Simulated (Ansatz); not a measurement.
Crystal: InP.

```
In P
1.0
     0.00000    2.93050    2.93050
     2.93050    0.00000    2.93050
     2.93050    2.93050    0.00000
In P
1 1
Direct
  0.00000 0.00000 0.00000
  0.75000 0.75000 0.75000
```

Base run:

| Quantity | Value |
| --- | --- |
| Program | Ansatz 0.2.0 |
| Functional | PBE |
| Potentials or basis | all-electron LAPW, scalar-relativistic |
| Cutoff | 245 eV (chosen from the basis error) |
| Basis error allowed | 0.001 eV/atom |
| k mesh | 8 × 8 × 8 |
| Occupations | gaussian, width 0.023 eV |
| Spin | no spin polarisation |

Its results: band gap on the k mesh 0.71 eV, direct; pressure 3.3 GPa.

**Question.** The run is repeated on the same cell with these changes: functional from PBE to PBEsol; occupations from gaussian, width 0.023 eV to gaussian, width 0.05 eV. What comes out?

**Answer.** Band gap on the k mesh 0.61 eV, direct; pressure 0.6 GPa.

Caveats: spin-orbit coupling is left out, which moves the levels of the heavy elements.

